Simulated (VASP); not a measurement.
A run of VASP 6.6.1:

POSCAR

```
MgO
1.0
    2.8766387513      0.0000000000      0.0000000000
    0.0000000000      2.8766387513      0.0000000000
    0.0000000000      0.0000000000      4.3975368616
Mg O
2 2
Direct
    0.0000000000      0.0000000000      0.0000000000
    0.5000000000      0.5000000000      0.5000000000
    0.5000000000      0.5000000000      0.0000000000
    0.0000000000      0.0000000000      0.5000000000
```

The input INCAR.step1:

```
SYSTEM = MgO
  PREC = Accurate
  ENCUT = 520
  ISMEAR = 0
  SIGMA = 0.02
  LREAL = .False.
  LASPH = .True.
  NELM = 100
  NBANDS = 16
  GGA = PE
  ALGO = Normal
  EDIFF = 1E-4
  LWAVE = .True.
  LCHARG = .False.
```

The input INCAR.step2:

```
SYSTEM = MgO
  PREC = Accurate
  ENCUT = 520
  EDIFF = 1E-7
  ISMEAR = 0
  SIGMA = 0.02
  LREAL = .False.
  LASPH = .True.
  NELM = 100
  ALGO = Normal
  ISIF = 2
  LWAVE = .False.
  LCHARG = .True.
  METAGGA = R2SCAN
  LMIXTAU = .True.
  LELF = .True.
  LVHAR = .True.
  NBANDS = 16
  ISTART = 1
```

KPOINTS

```
Automatic mesh
0
Gamma
  8 8 6
  0 0 0
```

Potentials or basis: VASP PAW PBE potentials, release 64 (Mg, O).

Launch:

```sh
$ cat potpaw_PBE.64/Mg/POTCAR potpaw_PBE.64/O/POTCAR > POTCAR
$ cp INCAR.step1 INCAR
$ mpirun -np 1 vasp_std > vasp.out
$ cp INCAR.step2 INCAR
$ mpirun -np 1 vasp_std > vasp.out
```

Hardware: 1 thread of Intel(R) Xeon(R) Platinum 8375C CPU @ 2.90GHz (Ice Lake), on a shared host.

**Question.** How long does it take, and how much memory?

**Answer.** Run time: 72 s on 1 thread of Intel(R) Xeon(R) Platinum 8375C CPU @ 2.90GHz (Ice Lake) (shared host), peak memory 0.17 GiB. Counts: scf iterations 10, k points 60.
